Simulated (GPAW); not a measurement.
# InAs (F-43m) in GPAW: a series of runs, part 2 of 2

GPAW 26.7.0.

## Step 3: Band structure, TPSS, spin-orbit coupling, no magnetisation

run.py reads:

```python
import numpy as np
from ase.dft.bandgap import bandgap
from ase.io import write
from ase.spacegroup import crystal
from ase.units import GPa
from gpaw import GPAW, PW
from gpaw.spinorbit import soc_eigenstates

# In 4a
# As 4c
atoms = crystal(['In', 'As'],
                basis=[[0.0, 0.0, 0.0],
                       [0.25, 0.25, 0.25]],
                spacegroup=216, setting=1,  # F-43m
                cellpar=[6.036, 6.036, 6.036, 90.0, 90.0, 90.0],
                primitive_cell=True)

calc = GPAW(mode=PW(600),
            xc='MGGA_X_TPSS+MGGA_C_TPSS',
            kpts={'size': (6, 6, 6), 'gamma': True},
            occupations={'name': 'fermi-dirac', 'width': 0.05},
            nbands=18,
            convergence={'density': 1e-05, 'energy': 1e-05},
            eigensolver='davidson',
            maxiter=150,
            txt='gpaw.txt')
atoms.calc = calc
energy = atoms.get_potential_energy()
forces = atoms.get_forces()
stress = atoms.get_stress()
calc.write('gs.gpw')
write('result.traj', atoms)
print(f'Energy: {energy:.6f} eV')
print('Forces (eV/A):')
print(forces.round(4))
print('Stress (GPa):', (stress / GPa).round(3))
print('Fermi level:', round(calc.get_fermi_level(), 4), 'eV')
print(f'Gap: {bandgap(calc)[0]:.4f} eV, direct: {bandgap(calc, direct=True)[0]:.4f} eV')

path = atoms.cell.bandpath('GXWKGLUWLK,UX', npoints=100, eps=1e-4)
bs_calc = calc.fixed_density(kpts=path, symmetry='off', nbands=30,
                             convergence={'bands': 'CBM+6.0', 'eigenstates': 1e-6}, txt='bands.txt')
bs = bs_calc.band_structure()
bs.write('bs.json')
print(f'Gap on the path: {bandgap(bs_calc)[0]:.4f} eV')

soc = soc_eigenstates(bs_calc, theta=90, phi=0, ignore_xc_potential=True)
np.savetxt('soc_bands.dat', soc.eigenvalues(), fmt='%.4f')
mesh = soc_eigenstates('gs.gpw', theta=90, phi=0, ignore_xc_potential=True)
np.savetxt('soc_mesh.dat', mesh.eigenvalues(), fmt='%.4f')
print('Fermi level with spin-orbit coupling:', round(mesh.fermi_level, 4), 'eV')
```

Potentials or basis: GPAW PAW data sets (gpaw-data 1.2.1), pw.

The run is started by

```sh
$ OMP_NUM_THREADS=1 python run.py
```

It took 2.5 min on 1 thread of Arm Neoverse V2, shared host; peak memory 0.45 GiB.

The run converged. Its results:

```
Free energy             : -21.1516 eV
Pressure                : 3.2 GPa
Band gap along the path : none (metal or under the smearing width)
```

Levels at the corners of the path, in eV from the Fermi level:
| point | band 14 | band 15 | band 16 | band 17 | band 18 | band 19 | band 20 | band 21 | band 22 | band 23 |
| --- | --- | --- | --- | --- | --- | --- | --- | --- | --- | --- |
| Γ | -0.36 | -0.15 | -0.15 | -0.01 | -0.01 | -0.01 | -0.01 | 3.55 | 3.55 | 4.05 |
| X | -5.99 | -2.51 | -2.51 | -2.51 | -2.51 | 1.45 | 1.45 | 2.02 | 2.02 | 9.18 |
| W | -5.81 | -3.20 | -3.14 | -3.10 | -3.01 | 4.11 | 4.21 | 4.27 | 4.31 | 4.88 |
| K | -5.82 | -3.49 | -3.48 | -2.13 | -2.12 | 2.05 | 2.05 | 4.23 | 4.28 | 7.23 |
| Γ | -0.36 | -0.15 | -0.15 | -0.01 | -0.01 | -0.01 | -0.01 | 3.55 | 3.55 | 4.05 |
| L | -5.95 | -1.27 | -1.27 | -1.01 | -1.01 | 0.95 | 0.95 | 4.56 | 4.56 | 4.76 |
| U | -5.82 | -3.49 | -3.48 | -2.13 | -2.12 | 2.05 | 2.05 | 4.23 | 4.28 | 7.23 |
| W | -5.81 | -3.20 | -3.14 | -3.10 | -3.01 | 4.11 | 4.21 | 4.27 | 4.31 | 4.88 |
| L | -5.95 | -1.27 | -1.27 | -1.01 | -1.01 | 0.95 | 0.95 | 4.56 | 4.56 | 4.76 |
| K | -5.82 | -3.49 | -3.48 | -2.13 | -2.12 | 2.05 | 2.05 | 4.23 | 4.28 | 7.23 |
| U | -5.82 | -3.49 | -3.48 | -2.13 | -2.12 | 2.05 | 2.05 | 4.23 | 4.28 | 7.23 |
| X | -5.99 | -2.51 | -2.51 | -2.51 | -2.51 | 1.45 | 1.45 | 2.02 | 2.02 | 9.18 |

Caveat: spin-orbit coupling was added after a scalar SCF, so levels and gaps hold it while energy, forces, pressure and moments don't; this program's spin-orbit splittings come out too wide for heavy elements; the PAW data sets were made with another functional, which shifts forces and pressure a little; this crystal is a semiconductor, whose small gap the functional closes, so the metal is an error of the method.

## Step 4: Band structure, revTPSS, spin-orbit coupling, no magnetisation

Changes to run.py since step 3:

```diff
@@ -18,3 +18,3 @@
 calc = GPAW(mode=PW(600),
-            xc='MGGA_X_TPSS+MGGA_C_TPSS',
+            xc='MGGA_X_REVTPSS+MGGA_C_REVTPSS',
             kpts={'size': (6, 6, 6), 'gamma': True},
@@ -46,5 +46,5 @@
 
-soc = soc_eigenstates(bs_calc, theta=90, phi=0, ignore_xc_potential=True)
+soc = soc_eigenstates(bs_calc, theta=54.7, phi=45, ignore_xc_potential=True)
 np.savetxt('soc_bands.dat', soc.eigenvalues(), fmt='%.4f')
-mesh = soc_eigenstates('gs.gpw', theta=90, phi=0, ignore_xc_potential=True)
+mesh = soc_eigenstates('gs.gpw', theta=54.7, phi=45, ignore_xc_potential=True)
 np.savetxt('soc_mesh.dat', mesh.eigenvalues(), fmt='%.4f')
```

The run is started by

```sh
$ OMP_NUM_THREADS=1 python run.py
```

Run time: 2.5 min. Hardware: 1 thread of Arm Neoverse V2, shared host; peak memory 0.45 GiB.

It converged, with:

| Property | Result |
| --- | --- |
| Free energy | 20.4542 eV |
| Pressure | 2.1 GPa |
| Band gap along the path | none (metal or under the smearing width) |

Levels at the corners of the path, in eV from the Fermi level:
```tsv
point	band 16	band 17	band 18	band 19	band 20	band 21
Γ	-0.13	-0.01	-0.01	-0.01	-0.01	3.54
X	-2.52	-2.52	-2.52	1.37	1.37	1.98
W	-3.16	-3.13	-3.03	4.08	4.14	4.23
K	-3.50	-2.13	-2.13	1.99	2.00	4.19
Γ	-0.13	-0.01	-0.01	-0.01	-0.01	3.54
L	-1.27	-1.01	-1.01	0.95	0.95	4.53
U	-3.50	-2.13	-2.13	1.99	2.00	4.19
W	-3.16	-3.13	-3.03	4.08	4.14	4.23
L	-1.27	-1.01	-1.01	0.95	0.95	4.53
K	-3.50	-2.13	-2.13	1.99	2.00	4.19
U	-3.50	-2.13	-2.13	1.99	2.00	4.19
X	-2.52	-2.52	-2.52	1.37	1.37	1.98
```

Caveat: spin-orbit coupling was added after a scalar SCF, so levels and gaps hold it while energy, forces, pressure and moments don't; this program's spin-orbit splittings come out too wide for heavy elements; the PAW data sets were made with another functional, which shifts forces and pressure a little; this crystal is a semiconductor, whose small gap the functional closes, so the metal is an error of the method.

## Step 5: Equation of state, PBE0

run.py reads:

```python
from ase import Atoms
from ase.eos import EquationOfState
from ase.io import Trajectory
from ase.units import GPa
from gpaw import GPAW, PW

atoms = Atoms(['In', 'As'],
              cell=[[0.0, 3.018, 3.018],
                    [3.018, 0.0, 3.018],
                    [3.018, 3.018, 0.0]],
              scaled_positions=[[0.0, 0.0, 0.0],
                                [0.75, 0.75, 0.75]],
              pbc=True)

traj = Trajectory('eos.traj', 'w')
volumes, energies = [], []
for x in [0.94, 0.96, 0.98, 1.0, 1.02, 1.04, 1.06]:
    a = atoms.copy()
    a.set_cell(atoms.cell * x**(1 / 3), scale_atoms=True)
    calc = GPAW(mode=PW(450),
                xc='PBE0',
                kpts={'size': (2, 2, 2), 'gamma': True},
                occupations={'name': 'fermi-dirac', 'width': 0.05},
                nbands=14,
                convergence={'density': 1e-05, 'energy': 1e-05},
                maxiter=60,
                txt=f'eos-{x:.2f}.txt')
    a.calc = calc
    energies.append(a.get_potential_energy(force_consistent=True))
    volumes.append(a.get_volume())
    calc.write(f'eos-{x:.2f}.gpw')
    traj.write(a)
    print(f'{x:.2f} {volumes[-1]:10.4f} A^3 {energies[-1]:14.6f} eV', flush=True)

v0, e0, B = EquationOfState(volumes, energies, eos='birchmurnaghan').fit()
print(f'V0 = {v0:.4f} A^3, E0 = {e0:.6f} eV, B0 = {B / GPa:.2f} GPa')
```

The run is started by

```sh
$ OMP_NUM_THREADS=1 python run.py
```

Wall time 27 min (1 thread of Arm Neoverse V1, shared host); peak memory 0.27 GiB.

It converged, with:

| Quantity | Value |
| --- | --- |
| Equilibrium volume | outside the volumes run |

Energy against volume, from the lowest point:
```tsv
volume (Å³/atom)	energy (meV/atom)
25.840	126.58
26.389	86.18
26.939	58.80
27.489	35.84
28.039	19.71
28.588	8.83
29.138	0.00
```

Caveat: the k mesh is coarse (spacing up to 0.90 Å⁻¹), so the values aren't converged, least of all with exact exchange; exact exchange converges slowly with the k mesh, and this mesh is small; the PAW data sets were made with another functional, which shifts forces and pressure a little.

## Step 6: Summary

| task | level | spin | k mesh | cutoff (eV) | eigensolver | maxiter | band path | band points | spin axis theta (degrees) | mesh quality | pressure (GPa) |
| --- | --- | --- | --- | --- | --- | --- | --- | --- | --- | --- | --- |
| band structure | TPSS | SOC, no magnetisation | 6 × 6 × 6 | 600 | davidson | 150 | GXWKGLUWLK,UX | 100 | 90 | not flagged | 3.2 |
| band structure | revTPSS | SOC, no magnetisation | 6 × 6 × 6 | 600 | davidson | 150 | GXWKGLUWLK,UX | 100 | 54.7 | not flagged | 2.1 |
| equation of state | PBE0 | off | 2 × 2 × 2 | 450 | - | 60 | - | - | - | coarse | - |

Alike in all rows: potentials or basis GPAW PAW data sets (gpaw-data 1.2.1), pw; cell as given; smearing fermi-dirac 0.05 eV.

Caveats: some runs use coarse meshes; the PAW data sets were made with another functional, which shifts forces and pressure a little; spin-orbit coupling was added after a scalar SCF, so levels and gaps hold it while energy, forces, pressure and moments don't (some runs); this program's spin-orbit splittings come out too wide for heavy elements (some runs); this crystal is a semiconductor, whose small gap the functional closes, so the metal is an error of the method (some runs); exact exchange converges slowly with the k mesh, and this mesh is small (some runs).

Absolute energies hang on the potentials; compare differences alone.

## Step 7: How close it comes

Step 3. A measured gap of InAs is 0.418 eV (direct; 4.2 K; a printed reference work, data compilation); the calculated 0.00 eV misses it by -0.42 eV. The value is that of TPSS, without temperature or zero-point motion.

Step 4. A measured gap of InAs is 0.418 eV (direct; 4.2 K; a printed reference work, data compilation); the calculated 0.00 eV misses it by -0.42 eV. The value is that of revTPSS, without temperature or zero-point motion.
